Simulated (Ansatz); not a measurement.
# TiO2: the cost of one run

Program: Ansatz 0.2.0. Level of theory: DFT PBE, scalar-relativistic, plane waves, PAW. These are calculated values, not measurements.

4 further runs of the same task are left out: 4 set aside as unsound or not needed.

### Step 1. Starting point

The cell holds 29 atoms (O20Ti9): a = 7.720 Å, b = 7.720 Å, c = 7.720 Å, α = 102.18°, β = 113.24°, γ = 113.24°.

As a file:

```
Ti O
1.0
     5.69880    1.89960   -4.84887
    -1.89960    5.69880    4.84887
     1.89960   -5.69880    4.84887
Ti O
9 20
Cartesian
  1.8996 -1.8996 4.8489
  3.7992 0.0000 0.0000
  1.8996 1.8996 4.8489
  3.7992 3.7992 0.0000
  0.0000 1.8996 2.4244
  1.8996 0.0000 7.2733
  3.7992 1.8996 2.4244
  3.7992 -1.8996 2.4244
  5.6988 0.0000 -2.4244
  0.0000 1.8996 4.4268
  1.8921 0.0146 -0.4170
  3.8144 1.9299 4.4182
  3.7992 -1.8996 4.4268
  5.6988 0.0000 -0.4220
  3.7992 -3.7992 2.0024
  3.7992 0.0000 2.0024
  -0.0491 0.0046 1.9844
  3.7992 3.7992 2.0024
  0.0000 3.7992 2.0024
  1.9417 -3.7681 5.2762
  1.8996 0.0000 5.2709
  3.7992 1.8996 0.4220
  3.7992 -1.8996 0.4220
  3.8045 5.6987 0.3746
  5.7115 1.9568 2.8598
  1.8996 -1.8996 2.8465
  1.8996 5.6988 2.8465
  1.8996 1.8996 2.8465
  5.6988 -1.8996 2.8465
```

The host was relaxed before at PBE: a = 3.799 Å, b = 3.799 Å, c = 9.698 Å, α = 90.00°, β = 90.00°, γ = 90.00° (conventional cell), 11.665 Å³/atom.

Places, in fractions of the supercell: a vacancy on Ti at (0.000, 0.000, 0.000). Its neighbours start displaced at random by about 0.03 Å.

### Step 2. Band edges of the host over the zone

Input file input.yaml:

```yaml
crystal:
  lattice:
    - [-1.899599994, 1.899599994, 4.8488731948]
    - [1.899599994, -1.899599994, 4.8488731948]
    - [1.899599994, 1.899599994, -4.8488731948]
  atoms:
    - { symbol: Ti, position: [0.0, 0.0, 0.0] }
    - { symbol: Ti, position: [0.75, 0.25, 0.5] }
    - { symbol: O, position: [0.9564814581, 0.4564814581, 0.5] }
    - { symbol: O, position: [0.2064814581, 0.2064814581, 0.0] }
    - { symbol: O, position: [0.5435185419, 0.0435185419, 0.5] }
    - { symbol: O, position: [0.7935185419, 0.7935185419, 0.0] }
basis:
  ecutwfc: 420
  xc_grid: 2
kpoints:
  mp_grid: { grid: [10, 10, 10] }
  band_path: { path: [VBM, CBM], npoints: 2 }
hamiltonian:
  xc: pbe
scf:
  occupations: { method: gaussian, width: 0.02 }
output:
  forces: true
  stress: true
  eigenvalues: true
```

On the command line:

```console
$ ansatz run input.yaml --threads 8 --pin off --max-ram 16384MiB --backend cpu --events-out ev --progress --plain --runs-dir out
```

**Question.** How long does this run take on 8 threads of Intel Xeon 6975P-C (Granite Rapids), shared host, and how much memory does it need?

About 1.6 s, with a peak of 0.58 GiB.
